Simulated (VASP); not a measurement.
Input of a VASP 6.6.1 run:

POSCAR

```
Hf
1.0
    3.1967000000      0.0000000000      0.0000000000
   -1.5983500000      2.7684234083      0.0000000000
    0.0000000000      0.0000000000      5.0578000000
Hf
2
Direct
    0.6666666667      0.3333333333      0.7500000000
    0.3333333333      0.6666666667      0.2500000000
```

The input INCAR.step1:

```
  ALGO = Normal
  EDIFF = 1E-5
  ENCUT = 520
  GGA = PE
  ISIF = 2
  ISMEAR = -1
  LASPH = T
  LCHARG = F
  LMAXMIX = 4
  LREAL = F
  LWAVE = T
  NELM = 80
  PREC = Accurate
  SIGMA = 0.05
```

The input INCAR.step2:

```
  ALGO = Normal
  EDIFF = 1E-7
  ENCUT = 520
  ISIF = 2
  ISMEAR = -1
  ISTART = 1
  LASPH = T
  LCHARG = F
  LMAXMIX = 4
  LREAL = F
  LWAVE = F
  METAGGA = MBJ
  NELM = 80
  PREC = Accurate
  SIGMA = 0.05
```

The input KPOINTS:

```
k-points
0
Gamma
  10 10 5
```

Contents of KPOINTS_OPT:

```
path GMKGALHA,LM,KH
10
line-mode
reciprocal
 0.0000000000  0.0000000000  0.0000000000  G
 0.5000000000  0.0000000000  0.0000000000  M

 0.5000000000  0.0000000000  0.0000000000  M
 0.3333333333  0.3333333333  0.0000000000  K

 0.3333333333  0.3333333333  0.0000000000  K
 0.0000000000  0.0000000000  0.0000000000  G

 0.0000000000  0.0000000000  0.0000000000  G
 0.0000000000  0.0000000000  0.5000000000  A

 0.0000000000  0.0000000000  0.5000000000  A
 0.5000000000  0.0000000000  0.5000000000  L

 0.5000000000  0.0000000000  0.5000000000  L
 0.3333333333  0.3333333333  0.5000000000  H

 0.3333333333  0.3333333333  0.5000000000  H
 0.0000000000  0.0000000000  0.5000000000  A

 0.5000000000  0.0000000000  0.5000000000  L
 0.5000000000  0.0000000000  0.0000000000  M

 0.3333333333  0.3333333333  0.0000000000  K
 0.3333333333  0.3333333333  0.5000000000  H
```

Potentials or basis: VASP PAW PBE potentials, release 64 (Hf_pv).

Command:

```console
$ cat potpaw_PBE.64/Hf_pv/POTCAR > POTCAR
$ cp INCAR.step1 INCAR
$ mpirun -np 1 vasp_std > vasp.out
$ cp INCAR.step2 INCAR
$ mpirun -np 1 vasp_std > vasp.out
```

**Question.** Predict the band gap along the path.

**Answer.** None (metal or under the smearing width).

Levels at the corners of the path, in eV from the Fermi level:
| point | band 6 | band 7 | band 8 | band 9 | band 10 | band 11 | band 12 | band 13 | band 14 |
| --- | --- | --- | --- | --- | --- | --- | --- | --- | --- |
| Γ | -30.29 | -7.24 | -3.65 | 0.68 | 1.20 | 1.20 | 1.49 | 2.01 | 2.01 |
| M | -30.37 | -3.28 | -2.72 | -2.23 | -0.79 | 0.84 | 0.93 | 1.78 | 5.78 |
| M | -30.37 | -3.28 | -2.72 | -2.23 | -0.79 | 0.84 | 0.93 | 1.78 | 5.78 |
| K | -30.59 | -2.14 | -1.80 | -1.80 | -1.36 | 0.43 | 0.43 | 2.20 | 5.09 |
| K | -30.59 | -2.14 | -1.80 | -1.80 | -1.36 | 0.43 | 0.43 | 2.20 | 5.09 |
| Γ | -30.29 | -7.24 | -3.65 | 0.68 | 1.20 | 1.20 | 1.49 | 2.01 | 2.01 |
| Γ | -30.29 | -7.24 | -3.65 | 0.68 | 1.20 | 1.20 | 1.49 | 2.01 | 2.01 |
| A | -30.35 | -5.28 | -5.28 | 0.15 | 0.15 | 1.10 | 1.10 | 1.10 | 1.10 |
| A | -30.35 | -5.28 | -5.28 | 0.15 | 0.15 | 1.10 | 1.10 | 1.10 | 1.10 |
| L | -30.48 | -3.33 | -3.33 | -1.01 | -1.01 | 1.25 | 1.25 | 2.67 | 2.67 |
| L | -30.48 | -3.33 | -3.33 | -1.01 | -1.01 | 1.25 | 1.25 | 2.67 | 2.67 |
| H | -30.43 | -1.67 | -1.67 | -1.43 | -1.43 | -0.27 | -0.27 | 2.59 | 2.59 |
| H | -30.43 | -1.67 | -1.67 | -1.43 | -1.43 | -0.27 | -0.27 | 2.59 | 2.59 |
| A | -30.35 | -5.28 | -5.28 | 0.15 | 0.15 | 1.10 | 1.10 | 1.10 | 1.10 |
| L | -30.48 | -3.33 | -3.33 | -1.01 | -1.01 | 1.25 | 1.25 | 2.67 | 2.67 |
| M | -30.37 | -3.28 | -2.72 | -2.23 | -0.79 | 0.84 | 0.93 | 1.78 | 5.78 |
| K | -30.59 | -2.14 | -1.80 | -1.80 | -1.36 | 0.43 | 0.43 | 2.20 | 5.09 |
| H | -30.43 | -1.67 | -1.67 | -1.43 | -1.43 | -0.27 | -0.27 | 2.59 | 2.59 |

Caveat: spin-orbit coupling is left out, which moves the levels of the heavy elements.
